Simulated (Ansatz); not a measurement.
The reference is RuO2 in the rutile structure (space group P4_2/mnm, No. 136; a = 4.523 Å, c = 3.119 Å).

(Cell as relaxed with PBE.)

Levels (all Ansatz, an electronic-structure program, PAW): PBE (420 eV, spin-orbit coupling left out); r2SCAN (500 eV, no spin-orbit coupling).

Each level relaxes its own structure.

```
base                      PBE    r2SCAN
-------------------  --------  --------
volume per atom      10.64 Å³  10.39 Å³
lattice parameter a   4.523 Å   4.480 Å
band gap                 zero      zero
```

The change: a hydrostatic pressure of 75 GPa.

```tsv
quantity	PBE	r2SCAN
lattice parameter a	4.172 Å	(withheld)
band gap	zero	(withheld)
c/a ratio	0.725	(withheld)
```

Problem. Predict the r2SCAN column.

Solution. 
- lattice parameter a, r2SCAN: 4.158 Å
- band gap, r2SCAN: zero
- c/a ratio, r2SCAN: 0.725

PBE's lattice parameter a lies 0.0132 Å above r2SCAN's (0.3 %); the two agree on the band gap and c/a ratio. Neither level is exact; r2SCAN is the comparison here, not a measurement.

Load acts through the strain it causes; cell and atoms are relaxed under it. Whether these cells are dynamically stable was not tested. No other phases were tried under pressure. Starting moments died away, wholly or in part, for the base; another magnetic solution may exist. No Hubbard U is applied, and correlation can decide whether such a compound is a metal. The final runs are not spin-polarised.
